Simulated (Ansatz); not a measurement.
Write the native input for Ansatz 0.2.0 that does the following.

```yaml
Task: density of states
Functional: revPBE
Potentials_or_basis: Ansatz PAW
Cutoff: "420 eV (not typed: the program's choice for these potentials)"
k_mesh: 12 × 12 × 12
Occupations: fermi-dirac, width 0.05 eV
Spin: no spin polarisation
Hubbard_terms: Ir d U = 5.3 eV
Hubbard_projectors: ortho-atomic (the default)
Double_counting: fll (the default)
```

Crystal: Ir.

```
CELL_PARAMETERS angstrom
0.00000 1.91560 1.91560
1.91560 0.00000 1.91560
1.91560 1.91560 0.00000
ATOMIC_POSITIONS crystal
Ir 0.00000 0.00000 0.00000
```

One way to write it, as run:

input.yaml

```yaml
crystal:
  lattice:
    - [0.0, 1.9156, 1.9156]
    - [1.9156, 0.0, 1.9156]
    - [1.9156, 1.9156, 0.0]
  atoms:
    - { symbol: Ir, position: [0.0, 0.0, 0.0] }
hamiltonian:
  xc: revpbe
  pseudopotentials: { kind: paw }
  hubbard: { sites: [{ species: Ir, l: d, u_eff: 5.3 }] }
kpoints:
  mp_grid: { grid: [12, 12, 12] }
scf:
  occupations: { method: fermi_dirac, width: 0.05 }
  n_extra_bands: 6
output:
  forces: true
  stress: true
  eigenvalues: true
  dos: { projected: false, de: 0.05, nscf_kmesh: { grid: [18, 18, 18] } }
```

Potentials or basis: Ansatz PAW.

Launch:

```sh
$ ansatz run input.yaml --threads 1 --pin off --max-ram 2560MiB --backend cpu --events-out ev --progress --plain --runs-dir out
```

Results of the run:

```yaml
Pressure: 13.5 GPa
Band_gap_on_the_k_mesh: none (metal or under the smearing width)
Density_of_states_at_the_Fermi_level: 0.77 states/eV per cell
```

Caveat: U without spin polarisation on a metal has little footing; the PAW data sets come from PBE, with cores solved anew for the run's functional, which leaves a small shift of forces and pressure; the U is typed as a test and isn't derived for this compound.

Wall time 2.9 s on 1 thread of Arm Neoverse V2 (shared host), peak memory 0.26 GiB.
